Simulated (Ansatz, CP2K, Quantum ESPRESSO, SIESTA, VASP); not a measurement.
One calculation of La2O3, 6 ways

```
CELL_PARAMETERS angstrom
3.93078 0.00000 0.00000
-1.96539 3.40415 0.00000
0.00000 0.00000 6.11195
ATOMIC_POSITIONS crystal
La 0.33333 0.66667 0.24624
La 0.66667 0.33333 0.75376
O 0.00000 0.00000 0.00000
O 0.33333 0.66667 0.64589
O 0.66667 0.33333 0.35411
```

The cell is a database's computed one, not the measured one.

Alike in all runs: task single point; functional PBEsol; k mesh 8 × 8 × 5; occupations fermi-dirac, width 0.05 eV; no spin polarisation; no spin-orbit coupling. Pressure is positive in compression and, in plane waves, holds the error of the finite cutoff, which Ansatz's Pulay term estimates and takes out.

```tsv
program and potentials	plane-wave cutoff (eV)	notes	pressure (GPa)	largest force (eV/Å)
Ansatz, Ansatz PAW	420	potentials made for PBE, which Ansatz adapts in part; Pulay term of +0.47 GPa included	-3.01	0.093
VASP, PBE PAW files La, O, 520 eV	520	potentials made for PBE	-3.19	0.101
SIESTA, files PseudoDojo sr-pbesol-0.4.1-standard, DZP (energy shift 0.003 Ry; two zetas on semicore shells)	-	atomic basis	3.77	0.276
Ansatz, all-electron LAPW, scalar-relativistic	-	-	-2.99	0.092
CP2K, GTH_POTENTIALS La GTH-PBE-q11; POTENTIAL_UZH O GTH-PBE-q6; TZVP-MOLOPT-SR-GTH, TZVP-MOLOPT-PBE-GTH basis	-	atomic basis; potentials made for PBE	-0.39	-
Quantum ESPRESSO, GBRV 1.5 PBEsol	612	-	-2.70	0.077
```

Force on atom 1 (La), eV/Å:

```csv
program and potentials,x,y,z
"Ansatz, Ansatz PAW",0.000,0.000,0.093
"VASP, PBE PAW files La, O, 520 eV",0.000,0.000,0.101
"SIESTA, files PseudoDojo sr-pbesol-0.4.1-standard, DZP (energy shift 0.003 Ry; two zetas on semicore shells)",0.000,0.000,-0.276
"Ansatz, all-electron LAPW, scalar-relativistic",0.000,0.000,0.092
"CP2K, GTH_POTENTIALS La GTH-PBE-q11; POTENTIAL_UZH O GTH-PBE-q6; TZVP-MOLOPT-SR-GTH, TZVP-MOLOPT-PBE-GTH basis",0.000,0.000,-0.041
"Quantum ESPRESSO, GBRV 1.5 PBEsol",0.000,0.000,0.077
```

The pressure spans -3.19 (VASP, PBE PAW files La, O, 520 eV) to 3.77 GPa (SIESTA, files PseudoDojo sr-pbesol-0.4.1-standard, DZP (energy shift 0.003 Ry; two zetas on semicore shells)), with all-electron results at -2.99. Rows in atomic bases carry the error of their basis and grid, which can be large.

The functional is the same throughout but for its coding, so the spread measures potentials, basis and numerics; runs on potential files found faulty are left out.
